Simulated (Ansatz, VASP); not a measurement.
## One calculation of AlN, two programs

Contents of INCAR:

```
PREC = Accurate ; ENCUT = 520
EDIFF = 1E-6 ; ISMEAR = 0
SIGMA = 0.05 ; LREAL = False
LASPH = True ; NELM = 80
ALGO = Normal ; ISIF = 2
LWAVE = False ; LCHARG = False
GGA = PE ; NBANDS = 16
```

Contents of KPOINTS:

```
regular mesh
0
Gamma
  9 9 6
```

Contents of POSCAR:

```
AlN
1.0
    3.2721000000      0.0000000000      0.0000000000
   -1.6360500000      2.8337217237      0.0000000000
    0.0000000000      0.0000000000      4.6901000000
Al N
2 2
Direct
    0.3333333333      0.6666666667      0.7500000000
    0.6666666667      0.3333333333      0.2500000000
    0.3333333333      0.6666666667      0.2500000000
    0.6666666667      0.3333333333      0.7500000000
```

Input for Ansatz:

```yaml
crystal:
  lattice:
    - [3.2721, 0.0, 0.0]
    - [-1.63605, 2.8337217237, 0.0]
    - [0.0, 0.0, 4.6901]
  atoms:
    - { symbol: Al, position: [0.3333333333, 0.6666666667, 0.75] }
    - { symbol: Al, position: [0.6666666667, 0.3333333333, 0.25] }
    - { symbol: "N", position: [0.3333333333, 0.6666666667, 0.25] }
    - { symbol: "N", position: [0.6666666667, 0.3333333333, 0.75] }
basis:
  ecutwfc: 520.0
kpoints:
  mp_grid: { grid: [9, 9, 6] }
hamiltonian:
  xc: pbe
  pseudopotentials: { kind: paw, azcp: { folder: soft_1 } }
scf:
  occupations: { method: gaussian, width: 0.05 }
output:
  forces: true
  stress: true
  eigenvalues: true
```

Alike in both runs: task single point; functional PBE; k mesh 9 × 9 × 6; occupations gaussian, width 0.05 eV; no spin polarisation.

```csv
,VASP,Ansatz
version,VASP 6.6.1,Ansatz 0.2.0
potentials or method,"VASP PAW PBE potentials, release 64 (Al, N)","scalar-relativistic, plane waves, PAW"
plane-wave cutoff (eV),520,520
valence electrons in the cell,16,16
```

|  | VASP | Ansatz | Ansatz less VASP |
| --- | --- | --- | --- |
| gap on the k mesh at the Fermi level (eV) | 2.32 | 2.31 | -0.009 |
| least direct gap on the mesh (eV) | 2.32 | 2.31 | -0.009 |
| pressure (GPa) | -8.7 | -8.5 | +0.16 |
| largest component of the traceless stress (GPa) | 5.20 | 5.27 | +0.076 |
